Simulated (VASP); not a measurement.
Wanted: the native input for a VASP 6.6.1 run.

| Item | Value |
| --- | --- |
| Task | single point |
| Functional | r2SCAN |
| Potentials or basis | VASP PAW PBE potentials, release 64 (Ti_sv, Al) |
| Cutoff | 520 eV |
| k mesh | 6 × 6 × 4 |
| Occupations | gaussian, width 0.1 eV |
| Spin | no spin polarisation |
| Dipole correction | no |
| Further INCAR settings | ALGO = Normal; EDIFF = 1e-06; NBANDS = 49 |

The system is Ti3Al (scan).

```
Ti Al
1.0
     5.76803    0.00000    0.00000
    -2.88402    4.99526    0.00000
     0.00000    0.00000    4.64241
Ti Al
6 2
Cartesian
  2.8840 3.3268 1.1606
  -1.4391 4.1611 3.4818
  1.4449 0.8342 1.1606
  0.0000 1.6684 3.4818
  4.3231 0.8342 1.1606
  1.4391 4.1611 3.4818
  0.0000 3.3302 1.1606
  2.8840 1.6651 3.4818
```

One way to write it, as run:

POSCAR

```
Ti3Al
1.0
    5.7680300000      0.0000000000      0.0000000000
   -2.8840150000      4.9952605100      0.0000000000
    0.0000000000      0.0000000000      4.6424100000
Ti Al
6 2
Direct
    0.8330000000      0.6660000000      0.2500000000
    0.1670000000      0.8330000000      0.7500000000
    0.3340000000      0.1670000000      0.2500000000
    0.1670000000      0.3340000000      0.7500000000
    0.8330000000      0.1670000000      0.2500000000
    0.6660000000      0.8330000000      0.7500000000
    0.3333333300      0.6666666700      0.2500000000
    0.6666666700      0.3333333300      0.7500000000
```

INCAR.step1

```
SYSTEM = Ti3Al
ALGO = Normal
EDIFF = 1E-4
ENCUT = 520
GGA = PE
ISMEAR = 0
LASPH = .True.
LCHARG = .False.
LREAL = .False.
LWAVE = .True.
NBANDS = 49
NELM = 100
PREC = Accurate
SIGMA = 0.1
```

INCAR.step2

```
SYSTEM = Ti3Al
ALGO = Normal
EDIFF = 1E-6
ENCUT = 520
ISIF = 2
ISMEAR = 0
ISTART = 1
LASPH = .True.
LCHARG = .True.
LELF = .True.
LMIXTAU = .True.
LREAL = .False.
LVHAR = .True.
LWAVE = .False.
METAGGA = R2SCAN
NBANDS = 49
NELM = 100
PREC = Accurate
SIGMA = 0.1
```

KPOINTS

```
k-points
0
Gamma
  6 6 4
  0 0 0
```

Potentials or basis: VASP PAW PBE potentials, release 64 (Ti_sv, Al).

Command:

```console
$ cat potpaw_PBE.64/Ti_sv/POTCAR potpaw_PBE.64/Al/POTCAR > POTCAR
$ cp INCAR.step1 INCAR
$ mpirun -np 1 vasp_std > vasp.out
$ cp INCAR.step2 INCAR
$ mpirun -np 1 vasp_std > vasp.out
```

It gave:

- Pressure: -0.7 GPa
- Largest force: 0.381 eV/Å
- Band gap on the k mesh: none (metal or under the smearing width)

Caveat: the PAW data sets were made with another functional, which shifts forces and pressure a little.

Wall time 7 min on 1 thread of AMD EPYC 9R45 96-Core Processor (Zen 5) (shared host), peak memory 0.33 GiB.
